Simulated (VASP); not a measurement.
LiF (Griceite):

```
Li F
1.0
     0.00000    1.99848    1.99848
     1.99848    0.00000    1.99848
     1.99848    1.99848    0.00000
Li F
1 1
Direct
  0.00000 0.00000 0.00000
  0.50000 0.50000 0.50000
```

Program: VASP 6.6.1. Alike in all runs: no spin polarisation; cell as given; cutoff (eV) 520; smearing gaussian 0.03 eV. Hardware: 1 thread of Intel(R) Xeon(R) Platinum 8488C (Sapphire Rapids), with other jobs on the host.

Order these runs on this cell by their wall time, lowest first.
A. task band structure; level LDA; potentials or basis VASP PAW LDA potentials, release 64 (Li_sv, F); k mesh 12 × 12 × 12; further INCAR settings ALGO = Normal; EDIFF = 1e-06
B. task dielectric tensor; level PBE; potentials or basis VASP PAW PBE potentials, release 64 (Li_sv, F); k mesh 20 × 20 × 20; further INCAR settings ALGO = Normal; EDIFF = 1e-08; monkhorst-Pack mesh yes
C. task band structure; level r2SCAN; potentials or basis VASP PAW PBE potentials, release 64 (Li_sv, F); k mesh 12 × 12 × 12; further INCAR settings ALGO = Normal; EDIFF = 1e-06

A (16 s), C (60 s), B (1200 s).
